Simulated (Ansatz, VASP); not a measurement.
# Two plane-wave programs on InAs

INCAR

```
  ALGO = Fast
  EDIFF = 1E-6
  EDIFFG = -0.002
  ENCUT = 600
  IBRION = 2
  ISIF = 3
  ISMEAR = 0
  LASPH = T
  LCHARG = F
  LREAL = F
  LWAVE = F
  NELM = 100
  NSW = 100
  PREC = Accurate
  SIGMA = 0.1
```

The input KPOINTS:

```
k-points
0
Gamma
  12 12 12
```

Contents of POSCAR:

```
InAs
1.0
    0.0000000000      3.0535616600      3.0535616600
    3.0535616600      0.0000000000      3.0535616600
    3.0535616600      3.0535616600      0.0000000000
In As
1 1
Direct
    0.0000000000      0.0000000000      0.0000000000
    0.2500000000      0.2500000000      0.2500000000
```

Input for Ansatz:

```yaml
crystal:
  lattice:
    - [0.0, 3.05356166, 3.05356166]
    - [3.05356166, 0.0, 3.05356166]
    - [3.05356166, 3.05356166, 0.0]
  atoms:
    - { symbol: In, position: [0.0, 0.0, 0.0] }
    - { symbol: As, position: [0.25, 0.25, 0.25] }
basis:
  ecutwfc: 420
kpoints:
  mp_grid: { grid: [12, 12, 12] }
hamiltonian:
  xc: lda
  pseudopotentials: { kind: paw }
scf:
  occupations: { method: gaussian, width: 0.1 }
output:
  forces: true
  stress: true
  eigenvalues: true
relax:
  adjacent_minimum: "off"
  f_tol: 0.002
  max_steps: 80
  cell: { stress_tol: 0.02 }
```

The cell was built by a generator and isn't the measured one.

Alike in both runs: task relaxation of cell and atoms; functional LDA; k mesh 12 × 12 × 12; occupations gaussian, width 0.1 eV; no spin polarisation.

|  | VASP | Ansatz |
| --- | --- | --- |
| version | VASP 6.6.1 | Ansatz 0.2.0 |
| potentials or method | VASP PAW LDA potentials, release 64 (In_d, As) | scalar-relativistic, plane waves, PAW |
| plane-wave cutoff (eV) | 600 | 420 |
| valence electrons in the cell | 18 | 28 |

|  | VASP | Ansatz | Ansatz less VASP |
| --- | --- | --- | --- |
| gap on the k mesh at the Fermi level, each at its own relaxed structure (eV) | none | none | - |
| relaxed volume (Å³/atom) | 27.44 | 27.35 | -0.083 |
| relaxed cell length with the largest relative difference (Å) | 4.265 | 4.261 | -0.0043 |
| energy change over the relaxation (meV/atom) | -7 | -8 | -1.1 |

A gap of «none» marks a metal or a gap that the smearing closes. The two sets of potentials don't hold the same shells in valence.

Caveats: this crystal is a semiconductor, whose small gap the functional closes, so the metal is an error of the method.
